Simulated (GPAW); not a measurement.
Cu:

```
CELL_PARAMETERS angstrom
2.55619 0.00000 0.00000
1.27810 2.21373 0.00000
1.27810 0.73791 2.08712
ATOMIC_POSITIONS crystal
Cu 0.00000 0.00000 0.00000
```

Base run:

```yaml
Program: GPAW 26.7.0
Functional: OLYP
Potentials_or_basis: PAW data sets generated in the run's folder for this functional
Cutoff: 600 eV
Basis: pw
k_mesh: 13 × 13 × 13
Occupations: fermi-dirac, width 0.05 eV
Spin: no spin polarisation
```

Its results: pressure 5.5 GPa.

The run is repeated on the same cell with these changes: functional from OLYP to LDA; potentials or basis from PAW data sets generated in the run's folder for this functional to the program's PAW data sets (release 1.2.1) made for this functional. What comes out?

Pressure -11.5 GPa.

Not every run made on this cell is shown here.
